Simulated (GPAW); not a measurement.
A run of GPAW 26.7.0 is set up as follows.

The input run.py:

```python
from ase import Atoms
from ase.calculators.mixing import SumCalculator
from ase.filters import FrechetCellFilter
from ase.io import write
from ase.optimize import BFGS
from dftd3.ase import DFTD3
from gpaw import GPAW, PW

atoms = Atoms(['Te', 'Mg'],
              cell=[[0.0, 3.2319988239, 3.2319988239],
                    [3.2319988239, 0.0, 3.2319988239],
                    [3.2319988239, 3.2319988239, 0.0]],
              scaled_positions=[[0.25, 0.25, 0.25],
                                [0.0, 0.0, 0.0]],
              pbc=True)

calc = GPAW(mode=PW(800),
            xc='RPBE',
            kpts={'size': (7, 7, 7), 'gamma': True},
            occupations={'name': 'fermi-dirac', 'width': 0.05},
            nbands=16,
            convergence={'density': 1e-05, 'forces': 0.0001},
            maxiter=150,
            txt='gpaw.txt')
atoms.calc = SumCalculator([calc, DFTD3(method='rpbe', damping='d3bj')])
opt = BFGS(FrechetCellFilter(atoms), trajectory='relax.traj', logfile='-')
done = opt.run(fmax=0.02, steps=60)
calc.write('gs.gpw')
write('result.traj', atoms)
print('Converged:', done)
print('Cell:', atoms.cell.cellpar().round(4))
print('Volume:', round(atoms.get_volume(), 4))
print(atoms.get_scaled_positions().round(5))
```

Potentials or basis: the program's PAW data sets (release 1.2.1) made for this functional, pw.

Command:

```console
$ OMP_NUM_THREADS=1 python run.py
```

Question: What does it give for the space group after relaxing (to 0.05 Å)?

Answer: F-43m (No. 216).

Question: Estimate the relaxed volume.

Answer: 29.36 Å³/atom.

Final structure:
```cif
data_structure
_symmetry_space_group_name_H-M 'P 1'
_symmetry_Int_Tables_number 1
_cell_length_a 4.3626
_cell_length_b 4.3626
_cell_length_c 4.3626
_cell_angle_alpha 60.000
_cell_angle_beta 60.000
_cell_angle_gamma 60.000
_cell_volume 58.71
loop_
_atom_site_label
_atom_site_type_symbol
_atom_site_fract_x
_atom_site_fract_y
_atom_site_fract_z
_atom_site_occupancy
Te1 Te 0.25000 0.25000 0.25000 1
Mg1 Mg 0.00000 0.00000 0.00000 1
```

Caveat: later steps reuse the first step's grids.
